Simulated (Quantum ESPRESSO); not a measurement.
# La2O3 (P-3m1) in Quantum ESPRESSO: further runs

The runs below take La2O3 through band structure, with PBE, LDA.

Program: Quantum ESPRESSO 7.5. These are calculated values, not measurements. Logs are shortened: lines on timing, memory, paths and dates and some standing lists are left out, and cuts for length are marked.

**1. The structure**

The structure is trigonal, space group P-3m1 (No. 164). The conventional cell has a = 3.931 Å, b = 3.931 Å, c = 6.112 Å, α = 90.00°, β = 90.00°, γ = 120.00°. La (site symmetry 3m) is surrounded by 4 O at 2.36 to 2.44 Å. O (site symmetry -3m) has 6 La at 2.72 Å as nearest neighbours. O (site symmetry 3m) is surrounded by 4 La at 2.36 to 2.44 Å.

The cell is a database's computed one.

**2. Band structure, PBE**

Contents of pw.in:

```
&CONTROL
  calculation = 'scf'
  prefix = 'pwscf'
  outdir = './tmp'
  pseudo_dir = './pseudo'
  tprnfor = .true.
  tstress = .true.
  disk_io = 'low'
/
&SYSTEM
  ibrav = 0
  celldm(1) = 8
  nat = 5
  ntyp = 2
  ecutwfc = 55
  ecutrho = 440
  nbnd = 28
  occupations = 'smearing'
  smearing = 'fd'
  degauss = 0.00367493
/
&ELECTRONS
  conv_thr = 1d-09
  electron_maxstep = 120
  mixing_beta = 0.5
/
ATOMIC_SPECIES
La   138.9055 La.paw.z_11.atompaw.wentzcovitch.v1.2.upf
O     15.9990 O.pbe-n-kjpaw_psl.0.1.UPF
CELL_PARAMETERS alat
  0.9285117057697   0.0000000000000   0.0000000000000
 -0.4642558528849   0.8041147249121   0.0000000000000
  0.0000000000000   0.0000000000000   1.4437397799053
ATOMIC_POSITIONS crystal
La     0.3333333333    0.6666666667    0.2462356800
La     0.6666666667    0.3333333333    0.7537643200
O      0.0000000000    0.0000000000    0.0000000000
O      0.3333333333    0.6666666667    0.6458906500
O      0.6666666667    0.3333333333    0.3541093500
K_POINTS automatic
8 8 5 0 0 0
```

Contents of bands.in:

```
&CONTROL
  calculation = 'bands'
  prefix = 'pwscf'
  outdir = './tmp'
  pseudo_dir = './pseudo'
  disk_io = 'low'
  verbosity = 'high'
/
&SYSTEM
  ibrav = 0
  celldm(1) = 8
  nat = 5
  ntyp = 2
  ecutwfc = 55
  ecutrho = 440
  nbnd = 28
  occupations = 'smearing'
  smearing = 'fd'
  degauss = 0.00367493
/
&ELECTRONS
  conv_thr = 1d-08
  electron_maxstep = 120
  mixing_beta = 0.5
  diago_full_acc = .true.
  startingwfc = 'random'
/
ATOMIC_SPECIES
La   138.9055 La.paw.z_11.atompaw.wentzcovitch.v1.2.upf
O     15.9990 O.pbe-n-kjpaw_psl.0.1.UPF
CELL_PARAMETERS alat
  0.9285117057697   0.0000000000000   0.0000000000000
 -0.4642558528849   0.8041147249121   0.0000000000000
  0.0000000000000   0.0000000000000   1.4437397799053
ATOMIC_POSITIONS crystal
La     0.3333333333    0.6666666667    0.2462356800
La     0.6666666667    0.3333333333    0.7537643200
O      0.0000000000    0.0000000000    0.0000000000
O      0.3333333333    0.6666666667    0.6458906500
O      0.6666666667    0.3333333333    0.3541093500
K_POINTS crystal
60
 0.0000000000  0.0000000000  0.0000000000 1
 0.0714285714  0.0000000000  0.0000000000 1
 0.1428571429  0.0000000000  0.0000000000 1
 0.2142857143  0.0000000000  0.0000000000 1
 0.2857142857  0.0000000000  0.0000000000 1
 0.3571428571  0.0000000000  0.0000000000 1
 0.4285714286  0.0000000000  0.0000000000 1
 0.5000000000  0.0000000000  0.0000000000 1
 0.4583333333  0.0833333333  0.0000000000 1
 0.4166666667  0.1666666667  0.0000000000 1
 0.3750000000  0.2500000000  0.0000000000 1
 0.3333333333  0.3333333333  0.0000000000 1
 0.2962962963  0.2962962963  0.0000000000 1
 0.2592592593  0.2592592593  0.0000000000 1
 0.2222222222  0.2222222222  0.0000000000 1
 0.1851851852  0.1851851852  0.0000000000 1
 0.1481481481  0.1481481481  0.0000000000 1
 0.1111111111  0.1111111111  0.0000000000 1
 0.0740740741  0.0740740741  0.0000000000 1
 0.0370370370  0.0370370370  0.0000000000 1
 0.0000000000  0.0000000000  0.0000000000 1
 0.0000000000  0.0000000000  0.1250000000 1
 0.0000000000  0.0000000000  0.2500000000 1
 0.0000000000  0.0000000000  0.3750000000 1
 0.0000000000  0.0000000000  0.5000000000 1
 0.0625000000  0.0000000000  0.5000000000 1
 0.1250000000  0.0000000000  0.5000000000 1
 0.1875000000  0.0000000000  0.5000000000 1
 0.2500000000  0.0000000000  0.5000000000 1
 0.3125000000  0.0000000000  0.5000000000 1
 0.3750000000  0.0000000000  0.5000000000 1
 0.4375000000  0.0000000000  0.5000000000 1
 0.5000000000  0.0000000000  0.5000000000 1
 0.4666666667  0.0666666667  0.5000000000 1
 0.4333333333  0.1333333333  0.5000000000 1
 0.4000000000  0.2000000000  0.5000000000 1
 0.3666666667  0.2666666667  0.5000000000 1
 0.3333333333  0.3333333333  0.5000000000 1
 0.3030303030  0.3030303030  0.5000000000 1
 0.2727272727  0.2727272727  0.5000000000 1
 0.2424242424  0.2424242424  0.5000000000 1
 0.2121212121  0.2121212121  0.5000000000 1
 0.1818181818  0.1818181818  0.5000000000 1
 0.1515151515  0.1515151515  0.5000000000 1
 0.1212121212  0.1212121212  0.5000000000 1
 0.0909090909  0.0909090909  0.5000000000 1
 0.0606060606  0.0606060606  0.5000000000 1
 0.0303030303  0.0303030303  0.5000000000 1
 0.0000000000  0.0000000000  0.5000000000 1
 0.5000000000  0.0000000000  0.5000000000 1
 0.5000000000  0.0000000000  0.3750000000 1
 0.5000000000  0.0000000000  0.2500000000 1
 0.5000000000  0.0000000000  0.1250000000 1
 0.5000000000  0.0000000000  0.0000000000 1
 0.3333333333  0.3333333333  0.0000000000 1
 0.3333333333  0.3333333333  0.1000000000 1
 0.3333333333  0.3333333333  0.2000000000 1
 0.3333333333  0.3333333333  0.3000000000 1
 0.3333333333  0.3333333333  0.4000000000 1
 0.3333333333  0.3333333333  0.5000000000 1
```

Potentials or basis: SSSP 1.3 efficiency PBE.

The run is started by

```console
OMP_NUM_THREADS=1 mpirun -n 2 pw.x -nk 2 -in pw.in > pw.out
OMP_NUM_THREADS=1 mpirun -n 2 pw.x -nk 2 -in bands.in > bands.out
```

pw.out:

```text
This program is part of the open-source Quantum ESPRESSO suite
     for quantum simulation of materials; please cite
         "P. Giannozzi et al., J. Phys.:Condens. Matter 21 395502 (2009);
         "P. Giannozzi et al., J. Phys.:Condens. Matter 29 465901 (2017);
         "P. Giannozzi et al., J. Chem. Phys. 152 154105 (2020);
     in publications or presentations arising from this work. More details at

     file La.paw.z_11.atompaw.wentzcovitch.v1.2.upf: wavefunction(s)  6S 0P 5D 0D 4F 0F renormalized
     file O.pbe-n-kjpaw_psl.0.1.UPF: wavefunction(s)  2P renormalized
     Message from routine setup:
     using ibrav=0 with symmetry is DISCOURAGED, use correct ibrav instead

     K-points division:     npool     =       2
     Subspace diagonalization in iterative solution of the eigenvalue problem:
     a serial algorithm will be used

     G-vector sticks info
     --------------------
     sticks:   dense  smooth     PW     G-vecs:    dense   smooth      PW
     Sum        1663     847    241                85955    30493    4733

     Using Slab Decomposition

     bravais-lattice index     =            0
     lattice parameter (alat)  =       8.0000  a.u.
     unit-cell volume          =     551.9049 (a.u.)^3
     number of atoms/cell      =            5
     number of atomic types    =            2
     number of electrons       =        40.00
     number of Kohn-Sham states=           28
     kinetic-energy cutoff     =      55.0000  Ry
     charge density cutoff     =     440.0000  Ry
     scf convergence threshold =      1.0E-09
     mixing beta               =       0.5000
     number of iterations used =            8  plain     mixing
     Exchange-correlation= SLA  PW   PBX  PBC
                           (   1   4   3   4   0   0   0)

     celldm(1)=   8.000000  celldm(2)=   0.000000  celldm(3)=   0.000000
     celldm(4)=   0.000000  celldm(5)=   0.000000  celldm(6)=   0.000000

     crystal axes: (cart. coord. in units of alat)
               a(1) = (   0.928512   0.000000   0.000000 )
               a(2) = (  -0.464256   0.804115   0.000000 )
               a(3) = (   0.000000   0.000000   1.443740 )

     reciprocal axes: (cart. coord. in units 2 pi/alat)
               b(1) = (  1.076992  0.621802 -0.000000 )
               b(2) = (  0.000000  1.243604  0.000000 )
               b(3) = (  0.000000 -0.000000  0.692646 )

     PseudoPot. # 1 for La read from file:
     La.paw.z_11.atompaw.wentzcovitch.v1.2.upf
     Pseudo is Projector augmented-wave + core cor, Zval = 11.0
     Generated using ATOMPAW code
     Shape of augmentation charge: BESSEL
     Using radial grid of 1101 points,  8 beta functions with:
                l(1) =   0
                l(2) =   0
                l(3) =   1
                l(4) =   1
                l(5) =   2
                l(6) =   2
                l(7) =   3
                l(8) =   3
     Q(r) pseudized with 0 coefficients

     PseudoPot. # 2 for O  read from file:
     O.pbe-n-kjpaw_psl.0.1.UPF
     Pseudo is Projector augmented-wave + core cor, Zval =  6.0
     Generated using "atomic" code by A. Dal Corso  v.5.0.99 svn rev. 10869
     Shape of augmentation charge: BESSEL
     Using radial grid of 1095 points,  4 beta functions with:
                l(1) =   0
                l(2) =   0
                l(3) =   1
                l(4) =   1
     Q(r) pseudized with 0 coefficients

     atomic species   valence    mass     pseudopotential
     La               11.00   138.90550     La( 1.00)
     O                 6.00    15.99900     O ( 1.00)

     12 Sym. Ops., with inversion, found

   Cartesian axes

     site n.     atom                  positions (alat units)
         1        La     tau(   1) = (  -0.0000000   0.5360765   0.3555002  )
         2        La     tau(   2) = (   0.4642559   0.2680382   1.0882395  )
         3        O      tau(   3) = (   0.0000000   0.0000000   0.0000000  )
         4        O      tau(   4) = (  -0.0000000   0.5360765   0.9324980  )
         5        O      tau(   5) = (   0.4642559   0.2680382   0.5112418  )

     number of k points=    40  Fermi-Dirac smearing, width (Ry)=  0.0037
                       cart. coord. in units 2pi/alat
        k(    1) = (   0.0000000   0.0000000   0.0000000), wk =   0.0062500
        k(    2) = (   0.0000000   0.0000000   0.1385291), wk =   0.0125000
        k(    3) = (   0.0000000   0.0000000   0.2770582), wk =   0.0125000
        k(    4) = (   0.0000000   0.1554505   0.0000000), wk =   0.0375000
        k(    5) = (   0.0000000   0.1554505   0.1385291), wk =   0.0375000
        k(    6) = (   0.0000000   0.1554505   0.2770582), wk =   0.0375000
[... 32 lines left out ...]
        k(   39) = (  -0.1346240   0.5440766  -0.1385291), wk =   0.0750000
        k(   40) = (  -0.1346240   0.5440766  -0.2770582), wk =   0.0750000

     Dense  grid:    85955 G-vectors     FFT dimensions: (  50,  50,  80)

     Smooth grid:    30493 G-vectors     FFT dimensions: (  36,  36,  60)

     Initial potential from superposition of free atoms

     starting charge      39.9829, renormalised to      40.0000

     negative rho (up, down):  1.199E-04 0.000E+00
     Starting wfcs are   76 randomized atomic wfcs
     Checking if some PAW data can be deallocated...

     Self-consistent Calculation

     iteration #  1     ecut=    55.00 Ry     beta= 0.50
     Davidson diagonalization with overlap
     ethr =  1.00E-02,  avg # of iterations =  2.0

     negative rho (up, down):  4.025E-04 0.000E+00
[... 64 lines left out ...]
     total energy              =   -1042.27127212 Ry
     estimated scf accuracy    <       0.00200603 Ry

     iteration #  9     ecut=    55.00 Ry     beta= 0.50
     Davidson diagonalization with overlap
     c_bands:  2 eigenvalues not converged
     c_bands:  1 eigenvalues not converged
     ethr =  5.02E-06,  avg # of iterations = 14.0

     negative rho (up, down):  3.047E-04 0.000E+00

     total energy              =   -1042.27195003 Ry
     estimated scf accuracy    <       0.00023769 Ry

     iteration # 10     ecut=    55.00 Ry     beta= 0.50
     Davidson diagonalization with overlap
     c_bands:  1 eigenvalues not converged
     c_bands:  1 eigenvalues not converged
     ethr =  5.94E-07,  avg # of iterations = 10.4

     negative rho (up, down):  3.021E-04 0.000E+00

     total energy              =   -1042.27179605 Ry
     estimated scf accuracy    <       0.00066773 Ry
[... 208 lines left out ...]
     iteration # 34     ecut=    55.00 Ry     beta= 0.50
     Davidson diagonalization with overlap
     ethr =  1.61E-11,  avg # of iterations =  4.6

     negative rho (up, down):  3.032E-04 0.000E+00

     End of self-consistent calculation

          k = 0.0000 0.0000 0.0000 (  3801 PWs)   bands (ev):

   -20.0076 -19.7633  -7.1257  -5.8751  -5.4261  -3.4664  -3.4664  -3.2323
    -3.2323  -3.1357  -2.3912   7.4355   7.4355   7.6191   7.6191   7.7384
     8.1635   9.4440   9.4440   9.7054  14.1353  14.4164  14.4164  14.9879
    15.2035  15.2035  15.2065  15.4050
[... 73 lines left out ...]
   -19.7945 -19.7528  -7.5173  -7.2293  -5.3909  -3.7505  -3.6415  -3.5318
    -3.4531  -2.2974  -1.7117   7.0940   7.6387   8.1579   8.4363   8.5889
     8.6178   9.3338   9.3384   9.7362  14.2963  14.4650  14.8617  14.9174
    15.1510  15.1582  15.2458  15.2503

          k = 0.0000-0.6218 0.0000 (  3828 PWs)   bands (ev):

   -19.7932 -19.7144  -7.4339  -7.4100  -5.5625  -4.0842  -3.8335  -3.4016
    -3.2946  -1.9307  -1.8576   7.6035   7.8199   7.8853   8.5439   9.0779
     9.0862   9.1626   9.4109   9.5272  13.6767  14.5442  15.0020  15.0264
    15.1000  15.1607  15.1990  15.2588

          k = 0.0000-0.6218 0.1385 (  3814 PWs)   bands (ev):

   -19.7858 -19.7216  -7.5468  -7.3518  -5.5166  -3.9261  -3.7949  -3.4456
    -3.3691  -2.1459  -1.6841   7.2477   7.8700   7.9357   8.6312   8.9242
     9.0284   9.2746   9.4324   9.5674  13.8378  14.5488  14.9581  15.0431
    15.1052  15.1383  15.2002  15.2369

          k = 0.0000-0.6218 0.2771 (  3806 PWs)   bands (ev):

   -19.7671 -19.7399  -7.6368  -7.3506  -5.4263  -3.6919  -3.6359  -3.5575
    -3.4927  -2.3892  -1.5550   6.8866   7.7020   8.2173   8.7320   8.7982
     8.8582   9.1626   9.4523   9.7840  14.1485  14.4923  14.9005  15.0374
    15.0978  15.1419  15.1982  15.2245
[... 143 lines left out ...]
   -19.7930 -19.7543  -7.5225  -7.1851  -5.5507  -3.6600  -3.5121  -3.4910
    -3.4125  -2.5115  -1.6777   7.0485   7.6351   7.9271   8.3390   8.6288
     8.9127   9.2845   9.5255   9.7292  14.0886  14.6598  14.8404  14.9307
    15.1246  15.1577  15.2414  15.2464

          k =-0.1346 0.3886-0.1385 (  3804 PWs)   bands (ev):

   -19.8450 -19.7301  -7.3603  -7.0116  -5.8319  -3.8160  -3.5225  -3.3914
    -3.1112  -2.5163  -1.8453   7.4017   7.8233   7.8995   8.0233   8.5657
     8.7535   9.3623   9.4340   9.6277  13.9277  14.6041  14.8255  14.9884
    15.1461  15.1823  15.2482  15.3106

          k =-0.1346 0.3886-0.2771 (  3800 PWs)   bands (ev):

   -19.8110 -19.7646  -7.4077  -7.0794  -5.6351  -3.7091  -3.6469  -3.4689
    -3.1493  -2.3915  -1.8793   7.3346   7.6309   7.8685   7.9589   8.3711
     8.8911   9.2355   9.5826   9.7218  14.1866  14.6552  14.7148  14.9619
    15.1132  15.1890  15.2293  15.3080

          k =-0.1346 0.5441-0.1385 (  3808 PWs)   bands (ev):

   -19.7861 -19.7214  -7.5148  -7.3019  -5.7389  -3.8949  -3.6343  -3.5943
    -3.2268  -2.1758  -1.6852   7.3676   7.9077   7.9803   8.3721   8.8332
     9.1888   9.2832   9.4110   9.5336  13.8400  14.5522  14.8917  14.9673
    15.1165  15.1695  15.2266  15.2464

          k =-0.1346 0.5441-0.2771 (  3805 PWs)   bands (ev):

   -19.7668 -19.7404  -7.5821  -7.3345  -5.6315  -3.7778  -3.6565  -3.4875
    -3.2928  -2.2956  -1.6669   7.0522   7.7453   8.0781   8.4543   8.7261
     8.9325   9.3014   9.5368   9.7501  14.1414  14.5026  14.8399  14.9786
    15.1152  15.1549  15.2039  15.2463

     the Fermi energy is    11.4741 ev

!    total energy              =   -1042.27184863 Ry
     total all-electron energy =     -1368.812526 Ry
     estimated scf accuracy    <          8.6E-11 Ry
     smearing contrib. (-TS)   =      -0.00000000 Ry
     internal energy E=F+TS    =   -1042.27184863 Ry

     The total energy is F=E-TS. E is the sum of the following terms:
     one-electron contribution =     -21.14114524 Ry
     hartree contribution      =      39.55485244 Ry
     xc contribution           =     -49.05353157 Ry
     ewald contribution        =    -195.83290784 Ry
     one-center paw contrib.   =    -815.79911642 Ry

     convergence has been achieved in  34 iterations

     negative rho (up, down):  3.032E-04 0.000E+00

     Forces acting on atoms (cartesian axes, Ry/au):

     atom    1 type  1   force =     0.00000000    0.00000000   -0.00206989
     atom    2 type  1   force =     0.00000000    0.00000000    0.00206989
     atom    3 type  2   force =    -0.00000000    0.00000000    0.00000000
     atom    4 type  2   force =    -0.00000000   -0.00000000    0.00008392
     atom    5 type  2   force =    -0.00000000   -0.00000000   -0.00008392

     Total force =     0.002930     Total SCF correction =     0.000002

     Computing stress (Cartesian axis) and pressure

     negative rho (up, down):  3.032E-04 0.000E+00
          total   stress  (Ry/bohr**3)                   (kbar)     P=       23.65
   0.00015799   0.00000000   0.00000000           23.24        0.00        0.00
   0.00000000   0.00015799   0.00000000            0.00       23.24        0.00
  -0.00000000  -0.00000000   0.00016633           -0.00       -0.00       24.47

=------------------------------------------------------------------------------=
   JOB DONE.
=------------------------------------------------------------------------------=
```

Wall time 6.2 min (2 MPI ranks of Arm Neoverse V2, shared host); peak memory 1 GiB.

Results:

- Free energy: -14180.8309 eV
- Pressure: 2.4 GPa
- Largest force: 0.053 eV/Å
- Band gap on the k mesh: 3.89 eV, indirect (least direct gap 4.06 eV)
- Band gap along the path: 3.86 eV, indirect (least direct gap 3.97 eV)

Forces in eV/Å, atoms in the order of the input:
```
La   0.000  0.000 -0.053
La   0.000  0.000  0.053
O    0.000  0.000  0.000
O    0.000  0.000  0.002
O    0.000  0.000 -0.002
```

Levels at the corners of the path, in eV from the valence-band top:
```csv
point,band 18,band 19,band 20,band 21,band 22,band 23
Γ,-0.38,-0.38,-0.12,4.31,4.59,4.59
M,-0.66,-0.41,-0.29,3.86,4.72,5.18
K,-0.82,-0.80,-0.11,3.86,4.75,4.75
Γ,-0.38,-0.38,-0.12,4.31,4.59,4.59
A,-0.78,-0.28,-0.28,4.70,4.73,4.73
L,-0.71,-0.37,0.00,4.41,4.63,5.07
H,-0.28,-0.28,-0.23,4.26,4.85,4.94
A,-0.78,-0.28,-0.28,4.70,4.73,4.73
L,-0.71,-0.37,0.00,4.41,4.63,5.07
M,-0.66,-0.41,-0.29,3.86,4.72,5.18
K,-0.82,-0.80,-0.11,3.86,4.75,4.75
H,-0.28,-0.28,-0.23,4.26,4.85,4.94
```

Caveat: some levels on the path didn't converge; spin-orbit coupling is left out, which moves the levels of the heavy elements. PBE gaps usually lie below the measured ones, often by a third to a half.

**3. Band structure, LDA**

pw.in, as its differences from that of step 2:

```diff
@@ -14,4 +14,4 @@
   ntyp = 2
-  ecutwfc = 55
-  ecutrho = 440
+  ecutwfc = 45
+  ecutrho = 360
   nbnd = 28
@@ -27,4 +27,4 @@
 ATOMIC_SPECIES
-La   138.9055 La.paw.z_11.atompaw.wentzcovitch.v1.2.upf
-O     15.9990 O.pbe-n-kjpaw_psl.0.1.UPF
+La   138.9055 la_lda_v1.uspp.F.UPF
+O     15.9990 o_lda_v1.2.uspp.F.UPF
 CELL_PARAMETERS alat
```

bands.in, as its differences from that of step 2:

```diff
@@ -13,4 +13,4 @@
   ntyp = 2
-  ecutwfc = 55
-  ecutrho = 440
+  ecutwfc = 45
+  ecutrho = 360
   nbnd = 28
@@ -28,4 +28,4 @@
 ATOMIC_SPECIES
-La   138.9055 La.paw.z_11.atompaw.wentzcovitch.v1.2.upf
-O     15.9990 O.pbe-n-kjpaw_psl.0.1.UPF
+La   138.9055 la_lda_v1.uspp.F.UPF
+O     15.9990 o_lda_v1.2.uspp.F.UPF
 CELL_PARAMETERS alat
```

Potentials or basis: GBRV 1.5 LDA.

The run is started by

```console
OMP_NUM_THREADS=1 mpirun -n 2 pw.x -nk 2 -in pw.in > pw.out
OMP_NUM_THREADS=1 mpirun -n 2 pw.x -nk 2 -in bands.in > bands.out
```

Wall time 2.2 min (2 MPI ranks of Arm Neoverse V2, shared host); peak memory 0.78 GiB.

Results (log left out):

```yaml
Free_energy: -4110.6567 eV
Pressure: -5.9 GPa
Largest_force: 0.143 eV/Å
Band_gap_on_the_k_mesh: 3.82 eV, indirect (least direct gap 3.95 eV)
Band_gap_along_the_path: 3.75 eV, indirect (least direct gap 3.85 eV)
```

Forces in eV/Å, atoms in the order of the input:
```
La   0.000  0.000  0.143
La   0.000  0.000 -0.143
O    0.000  0.000  0.000
O    0.000  0.000 -0.020
O    0.000  0.000  0.020
```

Stress tensor (GPa, compression positive):
```
-6.07  0.00  0.00
 0.00 -6.07  0.00
 0.00  0.00 -5.61
```

Levels at the corners of the path, in eV from the valence-band top:
| point | band 16 | band 17 | band 18 | band 19 | band 20 | band 21 | band 22 | band 23 | band 24 | band 25 |
| --- | --- | --- | --- | --- | --- | --- | --- | --- | --- | --- |
| Γ | -2.09 | -1.71 | -0.39 | -0.39 | -0.12 | 4.21 | 4.58 | 4.58 | 5.07 | 5.50 |
| M | -0.77 | -0.72 | -0.64 | -0.42 | -0.29 | 3.79 | 4.75 | 5.27 | 5.30 | 5.40 |
| K | -1.30 | -0.84 | -0.84 | -0.82 | -0.09 | 3.75 | 4.78 | 4.78 | 5.12 | 5.48 |
| Γ | -2.09 | -1.71 | -0.39 | -0.39 | -0.12 | 4.21 | 4.58 | 4.58 | 5.07 | 5.50 |
| A | -1.91 | -1.03 | -0.83 | -0.29 | -0.29 | 4.73 | 4.77 | 4.77 | 5.00 | 5.52 |
| L | -0.99 | -0.96 | -0.73 | -0.36 | 0.00 | 4.41 | 4.60 | 5.17 | 5.32 | 5.38 |
| H | -1.38 | -0.60 | -0.28 | -0.28 | -0.20 | 4.19 | 4.86 | 5.01 | 5.01 | 5.35 |
| A | -1.91 | -1.03 | -0.83 | -0.29 | -0.29 | 4.73 | 4.77 | 4.77 | 5.00 | 5.52 |
| L | -0.99 | -0.96 | -0.73 | -0.36 | 0.00 | 4.41 | 4.60 | 5.17 | 5.32 | 5.38 |
| M | -0.77 | -0.72 | -0.64 | -0.42 | -0.29 | 3.79 | 4.75 | 5.27 | 5.30 | 5.40 |
| K | -1.30 | -0.84 | -0.84 | -0.82 | -0.09 | 3.75 | 4.78 | 4.78 | 5.12 | 5.48 |
| H | -1.38 | -0.60 | -0.28 | -0.28 | -0.20 | 4.19 | 4.86 | 5.01 | 5.01 | 5.35 |

Caveat: some levels on the path didn't converge; spin-orbit coupling is left out, which moves the levels of the heavy elements.
